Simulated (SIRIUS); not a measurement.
A run of SIRIUS 7.12.0 is set up as follows.

File sirius.json:

```json
{
  "control": {
    "processing_unit": "cpu",
    "verbosity": 2,
    "num_bands_to_print": 7,
    "print_forces": true,
    "print_stress": true
  },
  "parameters": {
    "electronic_structure_method": "pseudopotential",
    "xc_functionals": ["XC_GGA_X_PBE", "XC_GGA_C_PBE"],
    "gk_cutoff": 6.4,
    "pw_cutoff": 12.8,
    "ngridk": [11, 11, 11],
    "shiftk": [0, 0, 0],
    "smearing": "fermi_dirac",
    "smearing_width": 0.0018374661,
    "num_bands": 7,
    "num_mag_dims": 0,
    "num_dft_iter": 100,
    "energy_tol": 1e-08,
    "density_tol": 1e-06
  },
  "iterative_solver": {
    "type": "davidson",
    "min_tolerance": 1e-10
  },
  "mixer": {
    "type": "anderson",
    "beta": 0.7,
    "max_history": 8
  },
  "settings": {
    "tol_ne": 1e-10,
    "pseudo_grid_cutoff": 6.5
  },
  "unit_cell": {
    "lattice_vectors": [
      [0.0, 3.826326905773, 3.826326905773],
      [3.826326905773, 0.0, 3.826326905773],
      [3.826326905773, 3.826326905773, 0.0]
    ],
    "atom_coordinate_units": "lattice",
    "atom_types": ["Al"],
    "atom_files": {
      "Al": "Al.json"
    },
    "atoms": {
      "Al": [
        [0.0, 0.0, 0.0]
      ]
    }
  }
}
```

Potentials or basis: PseudoDojo 0.4 PBE stringent (scalar relativistic).

The run is started by

```console
$ upf_to_json Al.upf
$ OMP_NUM_THREADS=1 sirius.scf --input=sirius.json --output=out.json --task=0
```

Question: Predict the band gap on the k mesh.

Answer: None (metal or under the smearing width).

Question: Estimate the pressure.

Answer: -0.7 GPa.
